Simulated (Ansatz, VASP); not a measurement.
GaN: VASP beside Ansatz

INCAR

```
PREC = Accurate
ENCUT = 600
EDIFF = 1E-6
ISMEAR = 0
SIGMA = 0.05
LREAL = F
LASPH = T
NELM = 100
ALGO = Normal
ISIF = 4
LWAVE = F
LCHARG = F
GGA = B5
ALDAX = 1.0
AGGAX = 1.0
AGGAC = 1.0
ALDAC = 0.0
IVDW = 12
VDW_S6 = 1.0
VDW_S8 = 2.6996
VDW_A1 = 0.4298
VDW_A2 = 4.2359
IBRION = 2
NSW = 60
EDIFFG = -0.02
```

File KPOINTS:

```
Automatic mesh
0
Gamma
  8 8 6
```

Contents of POSCAR:

```
GaN
1.0
    3.1771651428      0.0000000001      0.0000000000
   -1.5885825715      2.7515057256      0.0000000000
    0.0000000000      0.0000000000      5.1752186774
Ga N
2 2
Direct
    0.3333333333      0.6666666667     -0.0008277438
    0.6666666667      0.3333333333      0.4991722562
    0.3333333333      0.6666666667      0.3758277438
    0.6666666667      0.3333333333      0.8758277438
```

Input for Ansatz:

```yaml
crystal:
  lattice:
    - [3.1771651428, 1.0e-10, 0.0]
    - [-1.5885825715, 2.7515057256, 0.0]
    - [0.0, 0.0, 5.1752186774]
  atoms:
    - { symbol: Ga, position: [0.3333333333, 0.6666666667, -0.0008277438] }
    - { symbol: Ga, position: [0.6666666667, 0.3333333333, 0.4991722562] }
    - { symbol: "N", position: [0.3333333333, 0.6666666667, 0.3758277438] }
    - { symbol: "N", position: [0.6666666667, 0.3333333333, 0.8758277438] }
basis:
  ecutwfc: 420
  ecutrho_ratio: 4
kpoints:
  mp_grid: { grid: [8, 8, 6] }
hamiltonian:
  xc: blyp
  dispersion: d3bj
scf:
  occupations: { method: gaussian, width: 0.05 }
output:
  forces: true
  stress: true
  eigenvalues: true
relax:
  f_tol: 0.02
  max_steps: 40
  cell: { stress_tol: 0.2, fix: [volume] }
```

Alike in both runs: task relaxation of shape and atoms at fixed volume; functional BLYP; dispersion D3(BJ); k mesh 8 × 8 × 6; occupations gaussian, width 0.05 eV; no spin polarisation.

|  | VASP | Ansatz |
| --- | --- | --- |
| version | VASP 6.6.1 | Ansatz 0.2.0 |
| potentials or method | VASP PAW PBE potentials, release 64 (Ga_d, N) | scalar-relativistic, plane waves, PAW |
| plane-wave cutoff (eV) | 600 | 420 |
| valence electrons in the cell | 36 | 36 |

VASP gave:

```
gap on the k mesh at the Fermi level, each at its own relaxed structure (eV) : 2.05
relaxed volume (Å³/atom)                                                     : 11.31
relaxed cell length with the largest relative difference (Å)                 : 5.181
```

Task: Which values does Ansatz return?

Result: gap on the k mesh at the Fermi level, each at its own relaxed structure (eV): 2.06; relaxed volume (Å³/atom): 11.31; relaxed cell length with the largest relative difference (Å): 5.183.

Caveats: the PAW data sets were made with another functional, which shifts forces and pressure a little (VASP).
